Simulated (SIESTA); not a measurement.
BaTiO3:

```
CELL_PARAMETERS angstrom
3.99980 0.00000 0.00000
0.00000 3.99980 0.00000
0.00000 0.00000 4.01800
ATOMIC_POSITIONS crystal
Ba 0.00000 0.00000 0.00000
Ti 0.50000 0.50000 0.49000
O 0.00000 0.50000 0.51700
O 0.50000 0.00000 0.51700
O 0.50000 0.50000 0.01900
```

Base run:

| Property | Result |
| --- | --- |
| Program | SIESTA 5.4.2 |
| Functional | PBE |
| Potentials or basis | PseudoDojo 0.4 standard (PBE files) |
| Basis | DZP (energy shift 0.003 Ry; two zetas on semicore shells; d shell added on Ba) |
| Grid cutoff | 800 Ry |
| Energy shift | 0.003 Ry |
| k mesh | 7 × 7 × 7 |
| Occupations | fermi-dirac, width 0.05 eV |
| Spin | no spin polarisation |

Its results: band gap on the k mesh 1.81 eV, indirect (least direct gap 1.99 eV); pressure 4.6 GPa; largest force 0.213 eV/Å.

Task: The run is repeated on the same cell with these changes: functional from PBE to PBEsol; potentials or basis from PseudoDojo 0.4 standard (PBE files) to PseudoDojo 0.4 standard (PBEsol files). What comes out?

Result: Band gap on the k mesh 1.77 eV, indirect (least direct gap 1.96 eV); pressure -1.7 GPa; largest force 0.257 eV/Å.

Caveats: this set's barium file shifts pressures by up to 1 GPa against other sets; spin-orbit coupling is left out, which moves the levels of the heavy elements; the basis of atomic orbitals isn't converged, which shifts pressures, moduli and gaps; an odd mesh through Γ misses points on the zone boundary, where band edges often lie (some runs); the mesh misses the band edges, which the band path finds closer together (some runs).
